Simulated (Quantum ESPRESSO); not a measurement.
A calculation with Quantum ESPRESSO 7.5 of Ti (ASE script, structure from a POSCAR):

File run.py:

```python
import numpy as np
from ase.calculators.espresso import Espresso, EspressoProfile
from ase.io import read

atoms = read('POSCAR')

input_data = {
    'control': {'calculation': 'scf', 'prefix': 'pwscf', 'outdir': './tmp', 'tprnfor': True, 'tstress': True, 'disk_io': 'nowf'},
    'system': {'ecutwfc': 45.0, 'ecutrho': 360.0, 'nbnd': 12, 'occupations': 'smearing', 'smearing': 'fd', 'degauss': 0.00367493},
    'electrons': {'conv_thr': 2e-10, 'electron_maxstep': 120, 'mixing_beta': 0.5},
}
pseudopotentials = {'Ti': 'ti_pbesol_v1.4.uspp.F.UPF'}
profile = EspressoProfile(command='mpirun -n 2 pw.x -nk 2', pseudo_dir='pseudo')
dft = Espresso(profile=profile, input_data=input_data, pseudopotentials=pseudopotentials, kpts=(11, 11, 11), koffset=(0, 0, 0))
atoms.calc = dft

print(f'energy {atoms.get_potential_energy():.8f} eV')
print('forces (eV/A)')
print(np.round(atoms.get_forces(), 6))
print('stress (eV/A^3, Voigt)')
print(np.round(atoms.get_stress(), 8))
print(f'Fermi level {dft.get_fermi_level():.4f} eV')
```

POSCAR

```
Ti
1.0
    0.0000000000      2.0300000000      2.0300000000
    2.0300000000      0.0000000000      2.0300000000
    2.0300000000      2.0300000000      0.0000000000
Ti
1
Direct
    0.0000000000      0.0000000000      0.0000000000
```

Potentials or basis: GBRV 1.5 PBEsol.

Run with:

```sh
$ OMP_NUM_THREADS=1 python run.py
```

This isn't the form of Ti at room conditions, which is hcp.

**Question.** Write the same calculation in another form: native input, structure typed inline.

**Answer.** As run:

pw.in

```
&CONTROL
  calculation = 'scf'
  prefix = 'pwscf'
  outdir = './tmp'
  pseudo_dir = './pseudo'
  tprnfor = .true.
  tstress = .true.
  disk_io = 'low'
/
&SYSTEM
  ibrav = 0
  nat = 1
  ntyp = 1
  ecutwfc = 45
  ecutrho = 360
  nbnd = 12
  occupations = 'smearing'
  smearing = 'fd'
  degauss = 0.00367493
/
&ELECTRONS
  conv_thr = 2d-10
  electron_maxstep = 120
  mixing_beta = 0.5
/
ATOMIC_SPECIES
Ti    47.8670 ti_pbesol_v1.4.uspp.F.UPF
CELL_PARAMETERS angstrom
   0.0000000000    2.0300000000    2.0300000000
   2.0300000000    0.0000000000    2.0300000000
   2.0300000000    2.0300000000    0.0000000000
ATOMIC_POSITIONS crystal
Ti     0.0000000000    0.0000000000    0.0000000000
K_POINTS automatic
11 11 11 0 0 0
```

File pp_density.in:

```
&INPUTPP
  prefix = 'pwscf'
  outdir = './tmp'
  filplot = 'density.dat'
  plot_num = 0
/
&PLOT
  nfile = 1
  filepp(1) = 'density.dat'
  iflag = 3
  output_format = 6
  fileout = 'density.cube'
/
```

File pp_potential.in:

```
&INPUTPP
  prefix = 'pwscf'
  outdir = './tmp'
  filplot = 'potential.dat'
  plot_num = 11
/
&PLOT
  nfile = 1
  filepp(1) = 'potential.dat'
  iflag = 3
  output_format = 6
  fileout = 'potential.cube'
/
```

Potentials or basis: GBRV 1.5 PBEsol.

Run with:

```console
$ OMP_NUM_THREADS=1 mpirun -n 2 pw.x -nk 2 -in pw.in > pw.out
$ OMP_NUM_THREADS=1 mpirun -n 1 pp.x -in pp_density.in > pp_density.out
$ OMP_NUM_THREADS=1 mpirun -n 1 pp.x -in pp_potential.in > pp_potential.out
```

Both were run:

|  | ASE script, structure from a POSCAR | native input, structure typed inline |
| --- | --- | --- |
| Pressure | -0.5 GPa | -0.5 GPa |
| Band gap on the k mesh | none (metal or under the smearing width) | none (metal or under the smearing width) |

Keys that steer only the numerical path or the files written may differ.
